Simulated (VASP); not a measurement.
## In3As3H2: single point with PBE+D3(BJ)

The system is In3As3H2, a slab with vacuum.

```
CELL_PARAMETERS angstrom
8.64386 0.00000 0.00000
0.00000 6.11213 0.00000
0.00000 0.00000 21.75080
ATOMIC_POSITIONS crystal
In 0.25000 0.50000 0.43350
In 0.75000 0.50000 0.43350
In 0.50000 0.99122 0.53353
In 0.00000 0.99122 0.53353
In 0.75000 0.40903 0.61099
In 0.25000 0.40903 0.61099
As 0.50000 0.25000 0.43350
As 0.00000 0.25000 0.43350
As 0.75000 0.73771 0.53442
As 0.25000 0.73771 0.53442
As 0.00000 0.19267 0.64275
As 0.50000 0.19267 0.64275
H 0.25000 0.67025 0.36892
H 0.75000 0.67025 0.36892
H 0.50000 0.10391 0.37702
H 0.00000 0.10391 0.37702
```

The cell isn't the ideal one: clean slab, lower planes held.

```json
{
 "Program": "VASP 6.6.1",
 "Task": "single point",
 "Functional": "PBE",
 "Dispersion": "D3(BJ)",
 "Potentials or basis": "VASP PAW PBE potentials, release 64 (In_d, As, H)",
 "Cutoff": "520 eV",
 "k mesh": "2 × 3 × 1",
 "Occupations": "gaussian, width 0.1 eV",
 "Spin": "no spin polarisation",
 "Dipole correction": "yes",
 "Further INCAR settings": "LREAL = Auto; ALGO = Fast; EDIFF = 1e-06; NBANDS = 70"
}
```

| Item | Value |
| --- | --- |
| Largest force | 0.666 eV/Å |
| Band gap on the k mesh | 1.20 eV |
| Dispersion energy per atom | -0.161 eV |

Forces in eV/Å, atoms in the order of the input:
```
In   0.000  0.222 -0.565
In   0.000  0.222 -0.565
In   0.000 -0.006 -0.033
In   0.000 -0.006 -0.033
In   0.000  0.020 -0.006
In   0.000  0.020 -0.006
As   0.000 -0.195  0.636
As   0.000 -0.195  0.636
As   0.000  0.017  0.013
As   0.000  0.017  0.013
As   0.000 -0.009  0.030
As   0.000 -0.009  0.030
H    0.000 -0.005  0.003
H    0.000 -0.005  0.003
H    0.000 -0.044 -0.078
H    0.000 -0.044 -0.078
```

Levels at points of the mesh, in eV from the valence-band top:
| k point | band 52 | band 53 | band 54 | band 55 | band 56 | band 57 | band 58 | band 59 | band 60 | band 61 |
| --- | --- | --- | --- | --- | --- | --- | --- | --- | --- | --- |
| (0.00, 0.00, 0.00) | -1.31 | -0.90 | -0.78 | -0.36 | 0.00 | 1.20 | 1.40 | 2.03 | 2.22 | 2.37 |
| (0.50, 0.00, 0.00) | -1.28 | -1.19 | -1.19 | -0.63 | -0.63 | 2.07 | 2.07 | 2.24 | 2.24 | 3.04 |

Wall time 22 min on 1 thread of Intel(R) Xeon(R) Platinum 8488C (Sapphire Rapids) (shared host), peak memory 1.1 GiB.

Caveat: spin-orbit coupling is left out, which moves the levels of the heavy elements.
